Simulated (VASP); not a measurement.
# Ge in VASP: one cell, several levels of theory, part 1 of 2

Aim: gap, levels, forces and stress of diamond Ge, under -4.0 % strain along z alone at fixed geometry. Runs: PBE, r2SCAN.

The runs shown are made with VASP 6.6.1. PAW datasets, plane waves. No spin polarisation and no zero-point or thermal motion.

## Step 1: The structure to begin with

The cell comes from an earlier relaxation with r2SCAN in another program, then strained, with the atoms relaxed again.

Space group I4_1/amd (No. 141), tetragonal; a = 4.012 Å, c = 5.447 Å in the conventional setting, 21.92 Å³ an atom. Ge has 4 Ge at 2.42 Å.

The structure in full:

```
CELL_PARAMETERS angstrom
0.00000 2.83687 2.72340
2.83687 0.00000 2.72340
2.83687 2.83687 0.00000
ATOMIC_POSITIONS crystal
Ge 0.00000 0.00000 0.00000
Ge 0.25000 0.25000 0.25000
```

## Step 2: PBE

Contents of INCAR:

```
ENCUT = 520.000000
SIGMA = 0.020000
EDIFF = 1.00e-07
GGA = PE
PREC = Accurate
IBRION = -1
ISIF = 2
ISMEAR = -1
NBANDS = 21
NELM = 120
NSW = 0
LASPH = .TRUE.
LCHARG = .FALSE.
LWAVE = .FALSE.
LREAL = .FALSE.
```

Contents of KPOINTS:

```
KPOINTS created by Atomic Simulation Environment
0
Gamma
8 8 8
0 0 0
```

Contents of KPOINTS_OPT:

```
special points
7
Reciprocal
0.0000000000 0.0000000000 0.0000000000 1
0.5000000000 0.0000000000 0.5000000000 1
0.6250000000 0.2500000000 0.6250000000 1
0.3750000000 0.3750000000 0.7500000000 1
0.5000000000 0.5000000000 0.5000000000 1
0.5000000000 0.2500000000 0.7500000000 1
0.0000000000 0.0000000000 0.5000000000 1
```

Contents of POSCAR:

```
Ge
 1.0000000000000000
     0.0000000000000000    2.8368735120999999    2.7233985716000002
     2.8368735120999999    0.0000000000000000    2.7233985716000002
     2.8368735120999999    2.8368735120999999    0.0000000000000000
 Ge
   2
Cartesian
  0.0000000000000000  0.0000000000000000  0.0000000000000000
  1.4184367560500000  1.4184367560500000  1.3616992858000001
```

Potentials: the recommended PBE PAW datasets, 28 valence electrons in the neutral cell.

On the command line:

```sh
> mpirun -np 1 vasp_std
```

Printed to the terminal (iteration lines stand in OSZICAR):

```text
POSCAR found type information on POSCAR Ge
 POSCAR found :  1 types and       2 ions
 LDA part: xc-table for (Slater+PW92), standard interpolation
 POSCAR, INCAR and KPOINTS ok, starting setup
 FFT: planning ... GRIDC
 FFT: planning ... GRID_SOFT
 FFT: planning ... GRID
 WAVECAR not read
 entering main loop
 Start KPOINTS_OPT (optional k-point list driver)
k-point batch [1-7\7]
```

OSZICAR:

```text
N       E                     dE             d eps       ncg     rms          rms(c)
DAV:   1     0.187519085270E+03    0.18752E+03   -0.14534E+04  2808   0.365E+03
DAV:   2     0.179500860319E+02   -0.16957E+03   -0.16444E+03  2493   0.631E+02
DAV:   3    -0.817286495189E+01   -0.26123E+02   -0.25966E+02  2848   0.141E+02
DAV:   4    -0.902918570919E+01   -0.85632E+00   -0.85595E+00  2833   0.299E+01
DAV:   5    -0.904325022564E+01   -0.14065E-01   -0.14064E-01  2823   0.423E+00    0.335E+00
DAV:   6    -0.897707362363E+01    0.66177E-01   -0.23287E-02  2821   0.141E+00    0.198E+00
DAV:   7    -0.894285910591E+01    0.34215E-01   -0.53044E-02  2814   0.200E+00    0.150E-01
DAV:   8    -0.894459731233E+01   -0.17382E-02   -0.60705E-03  2803   0.918E-01    0.454E-02
DAV:   9    -0.894474413500E+01   -0.14682E-03   -0.21366E-04  2852   0.185E-01    0.154E-02
DAV:  10    -0.894475579859E+01   -0.11664E-04   -0.29980E-05  2866   0.693E-02    0.659E-03
DAV:  11    -0.894475727312E+01   -0.14745E-05   -0.49561E-06  2828   0.332E-02    0.177E-03
DAV:  12    -0.894475740355E+01   -0.13043E-06   -0.18335E-07  2306   0.478E-03    0.543E-04
DAV:  13    -0.894475739383E+01    0.97143E-08   -0.15537E-08  1674   0.174E-03
   1 F= -.89447574E+01 E0= -.89446664E+01  d E =-.182024E-03
       N       E                     dE             ncg
DAV:   1     0.153851902428E+04   -0.69485E+04      299
DAV:   2     0.351403420767E+03   -0.11871E+04      294
DAV:   3     0.172407132858E+03   -0.17900E+03      329
DAV:   4     0.166474782937E+03   -0.59323E+01      344
DAV:   5     0.166373850669E+03   -0.10093E+00      329
DAV:   6     0.166370833812E+03   -0.30169E-02      334
DAV:   7     0.166370696711E+03   -0.13710E-03      352
DAV:   8     0.166370690111E+03   -0.66000E-05      349
DAV:   9     0.166370689722E+03   -0.38900E-06      334
DAV:  10     0.166370689707E+03   -0.14612E-07      222
```

The lines after F= are the extra pass for the points of KPOINTS_OPT, at fixed density; their E is not a total energy.

From OUTCAR:

```text
k-points           NKPTS =     59   k-points in BZ     NKDIM =     59   number of bands    NBANDS=     21

   NELECT =      28.0000    total number of electrons

   dimension x,y,z NGX =    30 NGY =   30 NGZ =   30
   dimension x,y,z NGXF=    60 NGYF=   60 NGZF=   60

  energy-cutoff  :      520.00
  volume of cell :       43.84
      direct lattice vectors                 reciprocal lattice vectors
     0.000000000  2.836873512  2.723398572    -0.176250368  0.176250368  0.183594133
     2.836873512  0.000000000  2.723398572     0.176250368 -0.176250368  0.183594133
     2.836873512  2.836873512  0.000000000     0.176250368  0.176250368 -0.183594133

 k-points in reciprocal lattice and weights: KPOINTS created by Atomic Simulation Env
   0.00000000  0.00000000  0.00000000       0.002
   0.12500000 -0.00000000  0.00000000       0.016
   0.25000000 -0.00000000  0.00000000       0.016
   0.37500000 -0.00000000  0.00000000       0.016
   0.50000000 -0.00000000  0.00000000       0.008
   0.12500000  0.12500000  0.00000000       0.004
   0.25000000  0.12500000  0.00000000       0.016
   0.37500000  0.12500000  0.00000000       0.016
[... 51 more k-points ...]

 E-fermi :   5.5250

 k-point     1 :       0.0000    0.0000    0.0000
  band No.  band energies     occupation
      1     -19.5560      2.00000
      2     -19.5444      2.00000
      3     -19.5444      2.00000
      4     -19.5121      2.00000
      5     -19.5071      2.00000
      6     -19.2881      2.00000
      7     -19.2881      2.00000
      8     -19.2717      2.00000
      9     -19.2696      2.00000
     10     -19.2592      2.00000
     11      -7.7054      2.00000
     12       5.2136      2.00000
     13       5.2136      2.00000
     14       5.5227      1.05661
     15       5.6359      0.00778
     16       7.7577      0.00000
     17       7.9588      0.00000
     18       7.9588      0.00000
     19      11.8241      0.00000
     20      14.4736      0.00000
     21      15.2317      0.00000

 k-point     2 :       0.1250   -0.0000    0.0000
  band No.  band energies     occupation
      1     -19.5618      2.00000
      2     -19.5534      2.00000
      3     -19.5451      2.00000
      4     -19.4988      2.00000
      5     -19.4950      2.00000
      6     -19.2990      2.00000
      7     -19.2959      2.00000
      8     -19.2810      2.00000
      9     -19.2541      2.00000
     10     -19.2539      2.00000
     11      -7.5090      2.00000
     12       2.9951      2.00000
     13       4.8519      2.00000
     14       5.0842      2.00000
     15       6.5009      0.00000
     16       8.2719      0.00000
     17       8.4062      0.00000
     18       8.9467      0.00000
     19      12.7721      0.00000
     20      13.6693      0.00000
     21      14.1534      0.00000

 k-point     3 :       0.2500   -0.0000    0.0000
  band No.  band energies     occupation
      1     -19.5728      2.00000
      2     -19.5633      2.00000
      3     -19.5398      2.00000
      4     -19.4794      2.00000
      5     -19.4767      2.00000
      6     -19.3146      2.00000
      7     -19.3072      2.00000
      8     -19.2894      2.00000
      9     -19.2474      2.00000
     10     -19.2404      2.00000
     11      -6.9383      2.00000
     12       0.5543      2.00000
     13       4.2550      2.00000
     14       4.5460      2.00000
     15       6.0830      0.00000
     16       8.9659      0.00000
     17       9.0156      0.00000
     18      11.1515      0.00000
     19      13.3021      0.00000
     20      13.6184      0.00000
     21      13.9335      0.00000

 k-point     4 :       0.3750   -0.0000    0.0000
  band No.  band energies     occupation
      1     -19.5791      2.00000
      2     -19.5674      2.00000
      3     -19.5335      2.00000
      4     -19.4677      2.00000
      5     -19.4658      2.00000
      6     -19.3235      2.00000
      7     -19.3127      2.00000
      8     -19.2972      2.00000
      9     -19.2449      2.00000
     10     -19.2324      2.00000
     11      -6.0982      2.00000
     12      -1.4672      2.00000
     13       3.8282      2.00000
     14       4.1731      2.00000
     15       5.7039      0.00026
     16       9.0130      0.00000
     17       9.2596      0.00000
     18      12.6405      0.00000
     19      13.7766      0.00000
     20      14.9271      0.00000
     21      15.0386      0.00000

 k-point     5 :       0.5000   -0.0000    0.0000
  band No.  band energies     occupation
      1     -19.5809      2.00000
      2     -19.5681      2.00000
      3     -19.5307      2.00000
      4     -19.4645      2.00000
      5     -19.4629      2.00000
      6     -19.3259      2.00000
      7     -19.3134      2.00000
      8     -19.3002      2.00000
      9     -19.2447      2.00000
     10     -19.2299      2.00000
     11      -5.5330      2.00000
     12      -2.4340      2.00000
     13       3.6788      2.00000
     14       4.0447      2.00000
     15       5.5694      0.19561
     16       8.9478      0.00000
     17       9.2510      0.00000
     18      12.4824      0.00000
     19      15.9303      0.00000
     20      16.6619      0.00000
     21      16.7055      0.00000

 k-point     6 :       0.1250    0.1250    0.0000
  band No.  band energies     occupation
      1     -19.5590      2.00000
      2     -19.5497      2.00000
      3     -19.5497      2.00000
      4     -19.5019      2.00000
      5     -19.4866      2.00000
      6     -19.3108      2.00000
      7     -19.2793      2.00000
      8     -19.2793      2.00000
      9     -19.2683      2.00000
     10     -19.2524      2.00000
     11      -7.4309      2.00000
     12       3.1284      2.00000
     13       4.2928      2.00000
     14       4.2928      2.00000
     15       7.0334      0.00000
     16       7.8505      0.00000
     17       9.1808      0.00000
     18       9.1809      0.00000
     19      13.1726      0.00000
     20      13.2085      0.00000
     21      14.7595      0.00000

[... the tables of k-points 7 to 59 left out ...]

  Total        1.4333456      1.4333456      2.1759665      0.0000000      0.0000000      0.0000000
  in kB       52.3890301     52.3890301     79.5319536      0.0000000      0.0000000      0.0000000
  external PRESSURE =      61.4366713 kB  Pullay stress =       0.0000000 kB

 POSITION                                       TOTAL-FORCE (eV/Angst)
 -----------------------------------------------------------------------------------
      0.00000      0.00000      0.00000        -0.000000     -0.000000     -0.000000
      1.41844      1.41844      1.36170         0.000000      0.000000      0.000000
 -----------------------------------------------------------------------------------
    total drift:                                0.000000     -0.000000      0.000000

  FREE ENERGIE OF THE ION-ELECTRON SYSTEM (eV)
  ---------------------------------------------------
  free  energy   TOTEN  =        -8.9447573938 eV

  energy  without entropy=       -8.9445753696  energy(sigma->0) =       -8.94466638
```

It took 53 s on 1 MPI rank of Intel Xeon Platinum 8488C, shared host; peak memory 0.22 GiB.

The levels at the points of KPOINTS_OPT are read from vasprun.xml.

Near the gap, in eV above the top of the last filled band v; c is the band after it:

```csv
point,v−1,v,c,c+1
Γ,-0.31,0.00,0.11,2.23
X,-3.29,-3.29,0.62,0.62
U,-4.71,-2.83,1.06,4.14
K,-4.69,-3.14,0.70,3.58
L,-1.84,-1.48,0.05,3.43
W,-4.25,-4.25,3.97,3.97
```

Gap with PBE: 0.05 eV, valence top at Γ, conduction bottom at L. Least direct gap: 0.11 eV. Pressure: 6.14 GPa; the forces vanish within 0.01 eV/Å.

(Continued in part 2 of 2.)
